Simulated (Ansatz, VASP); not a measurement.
## One calculation of PtS2, two programs

INCAR

```
SYSTEM = PtS2
PREC     = Accurate       ! precision mode
ENCUT    = 520            ! plane-wave cutoff, eV
EDIFF    = 1E-7           ! SCF threshold, eV
ISMEAR   = 0              ! smearing method
SIGMA    = 0.05           ! smearing width, eV
LREAL    = .FALSE.        ! projectors in reciprocal space
LASPH    = .TRUE.         ! aspherical terms in the spheres
NELM     = 80             ! most SCF steps
ALGO     = Normal         ! electronic algorithm
ISIF     = 2              ! what is computed and relaxed
LWAVE    = .FALSE.        ! write WAVECAR
LCHARG   = .TRUE.         ! write CHGCAR
GGA      = CA             ! functional
LELF     = .TRUE.         ! ELF
LVHAR    = .TRUE.       
NBANDS   = 18             ! bands
```

The input KPOINTS:

```
Automatic mesh
0
G
  12 12 8
  0 0 0
```

File POSCAR:

```
PtS2
1.0
    3.3660395020      0.0000000000      0.0000000000
   -1.6830197510      2.9150757189      0.0000000000
    0.0000000000      0.0000000000      5.1647700000
Pt S
1 2
Direct
    0.0000000000      0.0000000000      0.0000000000
    0.3333333333      0.6666666667      0.2500000000
    0.6666666667      0.3333333333      0.7500000000
```

Input for Ansatz:

```yaml
crystal:
  lattice:
    - [3.366039502, 0.0, 0.0]
    - [-1.683019751, 2.9150757189, 0.0]
    - [0.0, 0.0, 5.16477]
  atoms:
    - { symbol: Pt, position: [0.0, 0.0, 0.0] }
    - { symbol: S, position: [0.3333333333, 0.6666666667, 0.25] }
    - { symbol: S, position: [0.6666666667, 0.3333333333, 0.75] }
basis:
  ecutwfc: 420
kpoints:
  mp_grid: { grid: [12, 12, 8] }
hamiltonian:
  xc: lda
scf:
  occupations: { method: gaussian, width: 0.05 }
output:
  forces: true
  stress: true
  eigenvalues: true
```

Change from the starting cell: strain -0.050 along x and y, +0.025 along z, atoms carried along.

Alike in both runs: task single point; functional LDA; k mesh 12 × 12 × 8; occupations gaussian, width 0.05 eV; no spin polarisation.

```csv
,VASP,Ansatz
version,VASP 6.6.1,Ansatz 0.2.0
potentials or method,"VASP PAW LDA potentials, release 64 (Pt, S)","scalar-relativistic, plane waves, PAW"
plane-wave cutoff (eV),520,420
valence electrons in the cell,22,30
```

VASP gave:

| Quantity | Value |
| --- | --- |
| gap on the k mesh at the Fermi level (eV) | 0.64 |
| least direct gap on the mesh (eV) | 0.91 |
| pressure (GPa) | 10.1 |
| largest component of the traceless stress (GPa) | 8.42 |
| rms of the force components (eV/Å) | 0.085 |

Question: Which values does Ansatz return?

Answer: gap on the k mesh at the Fermi level (eV): 0.63; least direct gap on the mesh (eV): 0.91; pressure (GPa): 10.1; largest component of the traceless stress (GPa): 8.47; rms of the force components (eV/Å): 0.084.

Atom by atom the forces differ by 0.000 eV/Å (rms over components). The two sets of potentials don't hold the same shells in valence.

Caveats: spin-orbit coupling is left out, which moves the levels of the heavy elements; the cell's inner coordinates are idealised or old, which leaves forces on the atoms. A k mesh can miss the band edges.
